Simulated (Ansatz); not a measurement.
C:

```xyz
8
Lattice="2.5221 0.0000 0.0000 -1.2611 2.1842 0.0000 0.0000 0.0000 8.2371" Properties=species:S:1:pos:R:3 pbc="T T T"
C     1.2611    0.7281    6.9501
C     0.0000    1.4561    2.8315
C     1.2611    0.7281    5.4056
C     0.0000    1.4561    1.2870
C     0.0000    0.0000    7.4649
C     0.0000    0.0000    3.3463
C     0.0000    0.0000    4.8908
C     0.0000    0.0000    0.7722
```

This is a hexagonal form of diamond, not graphite.

| Quantity | Value |
| --- | --- |
| Program | Ansatz 0.2.0 |
| Task | relaxation of cell and atoms |
| Functional | PBEsol |
| Dispersion | D4 |
| Potentials or basis | Ansatz PAW |
| Cutoff | 420 eV (not typed: the program's choice for these potentials) |
| k mesh | 12 × 12 × 4 |
| Occupations | fermi-dirac, width 0.05 eV |
| Spin | no spin polarisation |

At the start: volume 5.67 Å³/atom.

**Question.** Where does the relaxation end?

**Answer.** It ends after 8 steps and the volume is 5.58 Å³/atom (-1.7 %); space group P6_3/mmc (No. 194, to 0.05 Å).

The path:
```tsv
step	energy change (eV)	largest force (eV/Å)	volume (Å³)
1	0.0000	0.3306	45.38
2	-0.0322	0.3584	44.91
3	-0.0405	0.1428	44.69
4	-0.0417	0.0070	44.64
5	-0.0417	0.0002	44.64
6	-0.0372	0.0011	44.64
7	-0.0373	0.0003	44.62
8	-0.0372	0.0003	44.62
```

Final structure:
```
C
1.0
     2.49967    0.00000    0.00000
    -1.24984    2.16478    0.00000
     0.00000    0.00000    8.24599
C
8
Direct
  0.66667 0.33333 0.84445
  0.33333 0.66667 0.34445
  0.66667 0.33333 0.65555
  0.33333 0.66667 0.15555
  0.00000 0.00000 0.90705
  0.00000 0.00000 0.40705
  0.00000 0.00000 0.59295
  0.00000 0.00000 0.09295
```

Caveat: the plane-wave basis is chosen anew once the cell has moved, so the energies of steps on either side of that aren't comparable; the pressure holds a Pulay correction of +1.0 GPa for the finite cutoff; the PAW data sets come from PBE, with cores solved anew for the run's functional, which leaves a small shift of forces and pressure.
